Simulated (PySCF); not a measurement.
Isomers of [C4H10N]+.

All values: PBE0/pcSseg-1 (PySCF) at GFN2-xTB geometries, gas phase, one conformer each.

Question: Rank by HOMO–LUMO gap, highest first.
A. `CC=[N+](C)C`
B. `[NH3+:1][CH2:2][CH:3]1[CH2:4][CH2:5]1` (charge +1) with N1–C2–C3–C4 -73°
C. `[CH3:1][NH2+:2][CH:3]1[CH2:4][CH2:5]1` (charge +1) with C1–N2–C3–C4 -85°
D. `[CH2:1]1[CH2:2][CH2:3][NH2+:4][CH2:5]1` (charge +1) with C5–C1–C2–C3 -18°, C1–C2–C3–N4 -9°, C2–C3–N4–C5 33°, C3–N4–C5–C1 -44°
E. `[NH3+:1][CH:2]1[CH2:3][CH2:4][CH2:5]1` (charge +1) with N1–C2–C3–C4 -127°, C2–C3–C4–C5 10°, C3–C4–C5–C2 -10°, N1–C2–C5–C4 127°

Answer: D (9.74 eV), C (9.41 eV), E (8.91 eV), B (8.22 eV), A (7.59 eV).

Question: Rank by LUMO energy, highest first.
A. `[CH3:1][NH2+:2][CH:3]1[CH2:4][CH2:5]1` (charge +1) with C1–N2–C3–C4 -85°
B. `C[N+](C)=CC`
C. `[NH3+:1][CH:2]1[CH2:3][CH2:4][CH2:5]1` (charge +1) with N1–C2–C3–C4 -127°, C2–C3–C4–C5 10°, C3–C4–C5–C2 -10°, N1–C2–C5–C4 127°

Answer: A (-4.32 eV), C (-4.66 eV), B (-6.73 eV).

Question: Rank by the highest Hirshfeld charge on any atom, lowest value first.
A. `C[N+](C)=CC`
B. `[NH3+:1][CH:2]1[CH2:3][CH2:4][CH2:5]1` (charge +1) with N1–C2–C3–C4 -127°, C2–C3–C4–C5 10°, C3–C4–C5–C2 -10°, N1–C2–C5–C4 127°
C. `[CH3:1][NH2+:2][CH:3]1[CH2:4][CH2:5]1` (charge +1) with C1–N2–C3–C4 -85°

Answer: A (+0.162 e), C (+0.201 e), B (+0.213 e).

All values together:

```
      SMILES  HOMO (eV)  LUMO (eV)  lowest IAO charge (e)  highest IAO charge (e)  lowest Hirshfeld charge (e)  highest Hirshfeld charge (e)
 CC=[N+](C)C     -14.32      -6.73             -0.457 (C)              +0.203 (H)                   -0.080 (C)                    +0.162 (C)
[NH3+]C1CCC1     -13.58      -4.66             -0.314 (N)              +0.336 (H)                   -0.057 (C)                    +0.213 (H)
C1CC[NH2+]C1     -14.17      -4.44             -0.280 (C)              +0.330 (H)                   -0.051 (C)                    +0.204 (H)
C[NH2+]C1CC1     -13.73      -4.32             -0.328 (C)              +0.330 (H)                   -0.061 (C)                    +0.201 (H)
[NH3+]CC1CC1     -12.92      -4.70             -0.317 (N)              +0.336 (H)                   -0.077 (C)                    +0.216 (H)
```

Conformers: `[NH3+:1][CH:2]1[CH2:3][CH2:4][CH2:5]1` (charge +1) with N1–C2–C3–C4 -127°, C2–C3–C4–C5 10°, C3–C4–C5–C2 -10°, N1–C2–C5–C4 127°; `[CH2:1]1[CH2:2][CH2:3][NH2+:4][CH2:5]1` (charge +1) with C5–C1–C2–C3 -18°, C1–C2–C3–N4 -9°, C2–C3–N4–C5 33°, C3–N4–C5–C1 -44°; `[CH3:1][NH2+:2][CH:3]1[CH2:4][CH2:5]1` (charge +1) with C1–N2–C3–C4 -85°; `[NH3+:1][CH2:2][CH:3]1[CH2:4][CH2:5]1` (charge +1) with N1–C2–C3–C4 -73°.
